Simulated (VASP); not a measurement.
**VASP 6.6.1 run: HfO2**

INCAR

```
IBRION = -1
LREAL = .FALSE.
LASPH = .TRUE.
NELECT = 23
NELM = 82
EDIFF = 1E-7
ISIF = 2
GGA = PE
NSW = 0
LWAVE = .FALSE.
SIGMA = 0.05
ENCUT = 520
NBANDS = 18
LCHARG = .FALSE.
PREC = Accurate
ISMEAR = 2
```

KPOINTS

```
KPOINTS created by Atomic Simulation Environment
0
Gamma
8 8 8
0 0 0
```

POSCAR

```
Hf O
 1.0000000000000000
     0.0762758250000000    2.5548744979000002    2.5548744979000002
     2.5548744979000002    0.0762758250000000    2.5548744979000002
     2.5548744979000002    2.5548744979000002    0.0762758250000000
 Hf  O
   1   2
Cartesian
 -0.0000000000000000 -0.0000000000000000 -0.0000000000000000
  1.2864181250828457  1.2864181250828457  1.2864181250828457
  3.8996066957171540  3.8996066957171540  3.8996066957171536
```

The recommended PBE PAW datasets give the neutral cell 22 valence electrons.

Command

```
mpirun -np 1 vasp_std
```

OSZICAR

```
N       E                     dE             d eps       ncg     rms          rms(c)
DAV:   1     0.106513978682E+03    0.10651E+03   -0.12994E+04  2340   0.124E+03
DAV:   2    -0.226678314264E+02   -0.12918E+03   -0.12671E+03  2988   0.302E+02
DAV:   3    -0.268235551293E+02   -0.41557E+01   -0.41245E+01  2716   0.475E+01
DAV:   4    -0.268489342564E+02   -0.25379E-01   -0.25368E-01  2870   0.404E+00
DAV:   5    -0.268490870238E+02   -0.15277E-03   -0.15276E-03  2600   0.293E-01    0.514E+01
DAV:   6    -0.215042108036E+02    0.53449E+01   -0.23181E+01  2384   0.350E+01    0.437E+01
DAV:   7    -0.214287422256E+02    0.75469E-01   -0.75008E-01  2612   0.703E+00    0.299E+01
DAV:   8    -0.214098463738E+02    0.18896E-01   -0.12674E-01  2418   0.352E+00    0.109E+01
DAV:   9    -0.213989664843E+02    0.10880E-01   -0.23753E-02  2552   0.133E+00    0.125E+00
DAV:  10    -0.213989690138E+02   -0.25295E-05   -0.98363E-04  2712   0.250E-01    0.519E-02
DAV:  11    -0.213989753276E+02   -0.63139E-05   -0.49103E-05  2752   0.573E-02    0.671E-02
DAV:  12    -0.213989796103E+02   -0.42827E-05   -0.87606E-06  2554   0.255E-02    0.756E-03
DAV:  13    -0.213989796293E+02   -0.18969E-07   -0.39052E-07  2856   0.491E-03
   1 F= -.21398980E+02 E0= -.21398853E+02  d E =-.506335E-03
```

From OUTCAR

```
k-points           NKPTS =     65   k-points in BZ     NKDIM =     65   number of bands    NBANDS=     18

   NELECT =      23.0000    total number of electrons

   dimension x,y,z NGX =    28 NGY =   28 NGZ =   28
   dimension x,y,z NGXF=    56 NGYF=   56 NGZF=   56

  energy-cutoff  :      520.00
  volume of cell :       31.86
      direct lattice vectors                 reciprocal lattice vectors
     0.076275825  2.554874498  2.554874498    -0.204693879  0.198759899  0.198759899
     2.554874498  0.076275825  2.554874498     0.198759899 -0.204693879  0.198759899
     2.554874498  2.554874498  0.076275825     0.198759899  0.198759899 -0.204693879

 k-points in reciprocal lattice and weights: KPOINTS created by Atomic Simulation Env
   0.00000000  0.00000000  0.00000000       0.002
   0.12500000  0.00000000  0.00000000       0.012
   0.25000000  0.00000000  0.00000000       0.012
   0.37500000  0.00000000  0.00000000       0.012
   0.50000000  0.00000000  0.00000000       0.006
   0.12500000  0.12500000  0.00000000       0.012
   0.25000000  0.12500000  0.00000000       0.023
   0.37500000  0.12500000  0.00000000       0.023
   ...

 E-fermi :   8.9150

 k-point     1 :       0.0000    0.0000    0.0000
  band No.  band energies     occupation
      1     -24.4077      2.00000
      2     -24.4077      2.00000
      3     -24.3674      2.00000
      4     -14.7245      2.00000
      5     -11.5413      2.00000
      6      -1.3484      2.00000
      7      -1.1755      2.00000
      8      -1.1755      2.00000
      9       3.5406      2.00000
     10       3.5406      2.00000
     11       3.6392      2.00000
     12       8.4370      2.00000
     13       8.4370      2.00000
     14       9.7016      0.00000
     15      15.2229      0.00000
     16      15.5137      0.00000
     17      15.5137      0.00000
     18      17.3537      0.00000

 k-point     2 :       0.1250    0.0000    0.0000
  band No.  band energies     occupation
      1     -24.4984      2.00000
      2     -24.4187      2.00000
      3     -24.3768      2.00000
      4     -14.4831      2.00000
      5     -11.7272      2.00000
      6      -1.1700      2.00000
      7      -1.0217      2.00000
      8      -0.7573      2.00000
      9       3.0549      2.00000
     10       3.2600      2.00000
     11       3.3181      2.00000
     12       8.7212      2.00000
     13       8.7748      1.99860
     14      10.3362      0.00000
     15      14.7071      0.00000
     16      14.9158      0.00000
     17      15.2507      0.00000
     18      17.8578      0.00000

 k-point     3 :       0.2500    0.0000    0.0000
  band No.  band energies     occupation
      1     -24.7088      2.00000
      2     -24.4451      2.00000
      3     -24.3956      2.00000
      4     -13.9302      2.00000
      5     -12.0811      2.00000
      6      -0.7600      2.00000
      7      -0.6555      2.00000
      8       0.2151      2.00000
      9       2.1275      2.00000
     10       2.7284      2.00000
     11       2.7725      2.00000
     12       9.1207      0.00000
     13       9.3182      0.00000
     14      11.0795      0.00000
     15      14.1019      0.00000
     16      14.3819      0.00000
     17      14.7846      0.00000
     18      17.0443      0.00000

 ...

  Total       12.9188954     12.9188954     12.9188954     -0.2648672     -0.2648672     -0.2648672
  in kB      649.6642168    649.6642168    649.6642168    -13.3196154    -13.3196154    -13.3196154
  external PRESSURE =     649.6642168 kB  Pullay stress =       0.0000000 kB

 POSITION                                       TOTAL-FORCE (eV/Angst)
 -----------------------------------------------------------------------------------
      0.00000      0.00000      0.00000         0.000000      0.000000     -0.000000
      1.28642      1.28642      1.28642        -0.236182     -0.236182     -0.236182
      3.89961      3.89961      3.89961         0.236182      0.236182      0.236182
 -----------------------------------------------------------------------------------
    total drift:                                0.000000      0.000000      0.000000

  FREE ENERGIE OF THE ION-ELECTRON SYSTEM (eV)
  ---------------------------------------------------
  free  energy   TOTEN  =       -21.3989796293 eV

  energy  without entropy=      -21.3984732940  energy(sigma->0) =      -21.39885305
```

It converged. Results: pressure 65.0 GPa; largest force 0.41 eV/Å.

The cell is charged and sits in a uniform background.

For comparison, a separate PBE run of the intended cell, on usual settings and not on those above, gives a gap of 3.87 eV on its mesh and a pressure of 6.6 GPa.

The run above took about 26 s on one core of a shared host (Intel Xeon Platinum 8488C) and held 0.18 GiB at most.
